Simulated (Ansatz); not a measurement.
**ZnS: stiffness from strained cells**

Aim: the elastic tensor from the stress of slightly strained cells, and the moduli that follow. Runs: reference run (LAPW); ions clamped (LAPW). Companion runs by PAW are cited.

Method: DFT PBEsol, all-electron LAPW, scalar-relativistic unless said, in Ansatz 0.2.0.

2 further runs of the same task are left out: 1 that didn't finish, 1 set aside as unsound or not needed.

## Step 1: The system as given

Symmetry: P6_3mc, No. 186, hexagonal system. The conventional cell has a = 3.782 Å, b = 3.782 Å, c = 6.209 Å, α = 90.00°, β = 90.00°, γ = 120.00°. Zn (site symmetry 3m) is surrounded by 4 S at 2.32 Å. Around S (site symmetry 3m) lie 4 Zn at 2.32 Å.

As a file:

```xyz
4
Lattice="3.7816 0.0000 0.0000 -1.8908 3.2749 0.0000 0.0000 0.0000 6.2090" Properties=species:S:1:pos:R:3 pbc="T T T"
Zn    0.0000    2.1833    0.0338
Zn    1.8908    1.0916    3.1383
S     0.0000    2.1833    2.3567
S     1.8908    1.0916    5.4611
```

Cartesian axes are those of the input's lattice vectors. The structure goes back to a database entry.

## Step 2: Reference run, LAPW

input.yaml

```yaml
crystal:
  lattice:
    - [3.78157823722, 0.0, 0.0]
    - [-1.89078911861, 3.27494281983, 0.0]
    - [0.0, 0.0, 6.20896098629]
  atoms:
    - { symbol: Zn, position: [0.333333333333, 0.666666666667, 0.005442355686] }
    - { symbol: Zn, position: [0.666666666667, 0.333333333333, 0.505442355686] }
    - { symbol: S, position: [0.333333333333, 0.666666666667, 0.379557644314] }
    - { symbol: S, position: [0.666666666667, 0.333333333333, 0.879557644314] }
kpoints:
  mp_grid: { grid: [8, 8, 4] }
scf:
  occupations: { method: fixed }
hamiltonian:
  xc: pbesol
  pseudopotentials: { kind: all_electron, lapw: { basis_error: 0.001 } }
elastic:
  mode: relaxed_ion
  stencil: two_point
  amplitude: 0.008
```

Command:

```bash
ansatz run input.yaml --threads 2 --pin off --max-ram 5120MiB --backend cpu --events-out ev --progress --plain --runs-dir out
```

## Step 3: Ions clamped, LAPW

Changes to input.yaml since step 2:

```diff
@@ -18,3 +18,3 @@
 elastic:
-  mode: relaxed_ion
+  mode: clamped_ion
   stencil: two_point
```

(Steps that only read results are left out.)

What does the calculation give? Wanted: C11; C12; C13; C33; C44; bulk, shear and Young's modulus; Debye temperature from sound speeds; universal anisotropy index.

The runs gave:

```
                           quantity           value
                         C11 (LAPW)         126 GPa
                         C12 (LAPW)          60 GPa
                         C13 (LAPW)          46 GPa
                         C33 (LAPW)         150 GPa
                         C44 (LAPW)          29 GPa
    bulk, shear and Young's modulus  78, 34, 89 GPa
Debye temperature from sound speeds           353 K
         universal anisotropy index            0.22
```

In words: All eigenvalues are positive, so the crystal is mechanically stable; by LAPW K = 78 and G = 34 GPa, K/G = 2.30, on the ductile side of Pugh's rough line at 1.75, which was drawn for metals. Young's modulus runs from 80 to 127 GPa with direction. PAW's constants lie within 0.1 GPa of LAPW's. Letting the ions relax lowers C11 most, from 160 to 126 GPa. Cautions: constants at zero field, no piezoelectric stiffening.
